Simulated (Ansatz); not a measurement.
KBr: pressure series

Base system: KBr in the rock salt structure (space group Fm-3m, No. 225; a = 6.7055 Å).

Cell and atoms are relaxed at each pressure.

All numbers come from PBE, PAW, 420 eV (Ansatz, a first-principles code; spin-orbit coupling left out).

Notes on the quantities. enthalpy: H = E + PV relative to the base's energy.

```tsv
case	enthalpy	lattice parameter a	electron mass	width of the top valence band
base	–	6.705 Å	0.39 mₑ (at Γ)	0.49 eV
pressure −2 GPa	-0.53 eV/atom	7.418 Å	0.45 mₑ (at Γ)	0.27 eV
pressure −1 GPa	-0.25 eV/atom	6.914 Å	0.41 mₑ (at Γ)	0.41 eV
pressure 0.3 GPa	+0.07 eV/atom	6.657 Å	0.38 mₑ (at Γ)	0.51 eV
pressure 0.7 GPa	+0.16 eV/atom	6.601 Å	0.38 mₑ (at Γ)	0.54 eV
pressure 1.5 GPa	+0.34 eV/atom	6.508 Å	0.37 mₑ (at Γ)	0.58 eV
pressure 3 GPa	+0.65 eV/atom	6.370 Å	0.36 mₑ (at Γ)	0.66 eV
pressure 5 GPa	+1.04 eV/atom	6.233 Å	0.35 mₑ (at Γ)	0.73 eV
pressure 7.5 GPa	+1.50 eV/atom	6.104 Å	0.33 mₑ (at Γ)	0.78 eV
pressure 10 GPa	+1.93 eV/atom	6.002 Å	1.2 mₑ along k, 0.40 mₑ across (at X)	0.82 eV
```

The levels and masses belong to the bands next to the band gap. Load acts through the strain it causes; cell and atoms are relaxed under it. Masses are band curvatures over ±0.01 Å⁻¹ around the edge. Along k means along the line from Γ to the band edge. No phonon test of stability was made. No other phases were tried under pressure.
